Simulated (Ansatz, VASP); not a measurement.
# One calculation of Sr, two programs

Contents of INCAR:

```
SYSTEM = Sr
PREC     = Accurate       ! precision mode
ENCUT    = 520            ! plane-wave cutoff, eV
EDIFF    = 1E-6           ! SCF threshold, eV
ISMEAR   = 0              ! smearing method
SIGMA    = 0.15           ! smearing width, eV
LREAL    = .False.        ! projectors in reciprocal space
LASPH    = .True.         ! aspherical terms in the spheres
NELM     = 100            ! most SCF steps
ALGO     = Normal         ! electronic algorithm
ISIF     = 2              ! what is computed and relaxed
LWAVE    = .False.        ! write WAVECAR
LCHARG   = .False.        ! write CHGCAR
GGA      = PE             ! functional
NBANDS   = 11             ! bands
```

File KPOINTS:

```
regular mesh
0
Gamma
  16 16 16
  0 0 0
```

Contents of POSCAR:

```
Sr
1.0
   -2.4250000000      2.4250000000      2.4250000000
    2.4250000000     -2.4250000000      2.4250000000
    2.4250000000      2.4250000000     -2.4250000000
Sr
1
Direct
    0.0000000000      0.0000000000      0.0000000000
```

Input for Ansatz:

```yaml
crystal:
  lattice:
    - [-2.425, 2.425, 2.425]
    - [2.425, -2.425, 2.425]
    - [2.425, 2.425, -2.425]
  atoms:
    - { symbol: Sr, position: [0.0, 0.0, 0.0] }
basis:
  ecutwfc: 420
kpoints:
  mp_grid: { grid: [16, 16, 16] }
hamiltonian:
  xc: pbe
scf:
  occupations: { method: gaussian, width: 0.15 }
output:
  forces: true
  stress: true
  eigenvalues: true
```

This isn't the form of Sr at room conditions, which is fcc.

Alike in both runs: task single point; functional PBE; k mesh 16 × 16 × 16; occupations gaussian, width 0.15 eV; no spin polarisation.

|  | VASP | Ansatz |
| --- | --- | --- |
| version | VASP 6.6.1 | Ansatz 0.2.0 |
| potentials or method | VASP PAW PBE potentials, release 64 (Sr_sv) | scalar-relativistic, plane waves, PAW |
| plane-wave cutoff (eV) | 520 | 420 |
| valence electrons in the cell | 10 | 10 |

```tsv
	VASP	Ansatz	Ansatz less VASP
gap on the k mesh at the Fermi level (eV)	none	none	-
pressure (GPa)	-0.6	-0.6	-0.01
```

A gap of «none» marks a metal or a gap that the smearing closes.
